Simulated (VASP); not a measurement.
Here is a VASP 6.6.1 calculation.

INCAR

```
PREC     = Accurate       # precision mode
ENCUT    = 520            # plane-wave cutoff, eV
EDIFF    = 1E-6           # SCF threshold, eV
ISMEAR   = -1             # smearing method
SIGMA    = 0.1            # smearing width, eV
LREAL    = False          # projectors in reciprocal space
LASPH    = True           # aspherical terms in the spheres
NELM     = 80             # most SCF steps
ALGO     = Fast           # electronic algorithm
ISIF     = 2              # what is computed and relaxed
LWAVE    = False          # write WAVECAR
LCHARG   = False          # write CHGCAR
GGA      = RE             # functional
NBANDS   = 17             # bands
```

File KPOINTS:

```
Automatic mesh
0
Gamma
  10 10 10
```

File POSCAR:

```
Ca
1.0
    0.0000000000      4.3683114087      4.3683114087
    4.3683114087      0.0000000000      4.3683114087
    4.3683114087      4.3683114087      0.0000000000
Ca
2
Direct
    0.1250000000      0.1250000000      0.1250000000
    0.8750000000      0.8750000000      0.8750000000
```

Potentials or basis: VASP PAW PBE potentials, release 64 (Ca_sv).

Run with:

```console
$ cat potpaw_PBE.64/Ca_sv/POTCAR > POTCAR
$ mpirun -np 1 vasp_std > vasp.out
```

What does it give for the pressure?

0.0 GPa.

Estimate the band gap on the k mesh.

none (metal or under the smearing width).

Caveat: the PAW data sets were made with another functional, which shifts forces and pressure a little.
